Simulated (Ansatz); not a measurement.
## Fe2Ge under changes of volume

One of the cells (12.348 Å³/atom); the others are scaled copies at fixed shape and fractional positions:

```
Ge Fe
1.0
     4.13287    0.00000    0.00000
    -2.06643    3.57917    0.00000
     0.00000    0.00000    5.00875
Ge Fe
2 4
Direct
  0.33333 0.66667 0.75000
  0.66667 0.33333 0.25000
  0.33333 0.66667 0.25000
  0.66667 0.33333 0.75000
  0.00000 0.00000 0.50000
  0.00000 0.00000 0.00000
```

The cell is a database's computed one.

| Quantity | Value |
| --- | --- |
| Program | Ansatz 0.2.0 |
| Functional | PBEsol |
| Potentials or basis | all-electron LAPW, scalar-relativistic |
| Cutoff | 337 eV (chosen from the basis error) |
| Basis error allowed | 0.001 eV/atom |
| k mesh | 8 × 8 × 6 |
| Occupations | fermi-dirac, width 0.05 eV |
| Spin | collinear spin, ferromagnetic start |
| Starting moments | [0.0, 0.0, 3.0, 3.0, 3.0, 3.0] μB |

```csv
volume (Å³/atom),energy over the lowest point (meV/atom),pressure (GPa),moment (μB per cell)
11.608,0.00,1.0,6.95
11.855,1.54,-2.9,7.14
12.101,8.90,-6.3,7.35
12.348,20.90,-9.0,7.62
12.595,?,?,?
12.842,56.57,-13.6,8.15
13.089,78.90,-15.3,8.47
```

Q: What does the run at 12.595 Å³/atom give?

A: Energy over the lowest point 36.90 meV/atom; pressure -11.5 GPa; moment 7.87 μB per cell.

Worked out: A Birch-Murnaghan fit of order 3 (a polynomial in V^(-2/3)) to the other rows has its minimum at 11.67 Å³/atom with B0 = V·E''(V) = 197 GPa and B' = 6.8 at fixed shape and positions, which overstates the stiffness. It gives 37.06 meV/atom at 12.595 Å³/atom, against the run's 36.90, and -dE/dV = -11.6 GPa, against -11.5. A parabola through the other rows of the moment, of slope 1.12 μB per Å³/atom there, gives 7.87 μB, against the run's 7.87.

Energies are extrapolated to zero smearing.
